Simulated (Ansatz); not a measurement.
**Ge under changes of volume**

One of the cells (22.639 Å³/atom); the others are scaled copies at fixed shape and fractional positions:

```
Ge
1.0
     0.00000    2.82891    2.82891
     2.82891    0.00000    2.82891
     2.82891    2.82891    0.00000
Ge
2
Direct
  0.75000 0.75000 0.75000
  0.50000 0.50000 0.50000
```

```yaml
Program: Ansatz 0.2.0
Functional: PBEsol
Potentials_or_basis: all-electron LAPW, scalar-relativistic
Cutoff: 317 eV (chosen from the basis error)
Basis_error_allowed: 0.001 eV/atom
k_mesh: 8 × 8 × 8
Occupations: fermi-dirac, width 0.05 eV
Spin: no spin polarisation
```

```csv
volume (Å³/atom),energy over the lowest point (meV/atom),pressure (GPa)
21.281,25.02,5.6
21.733,11.86,3.7
22.186,3.74,2.1
22.639,0.00,0.6
23.092,?,?
23.545,3.66,-1.8
23.997,10.43,-2.9
```

Question: What does the run at 23.092 Å³/atom give?

Answer: Energy over the lowest point 0.06 meV/atom; pressure -0.7 GPa.

Worked out: A Birch-Murnaghan fit of order 3 (a polynomial in V^(-2/3)) to the other rows has its minimum at 22.85 Å³/atom with B0 = V·E''(V) = 66 GPa and B' = 4.9. It gives 0.09 meV/atom at 23.092 Å³/atom, against the run's 0.06, and -dE/dV = -0.7 GPa, against -0.7.

Energies are extrapolated to zero smearing.
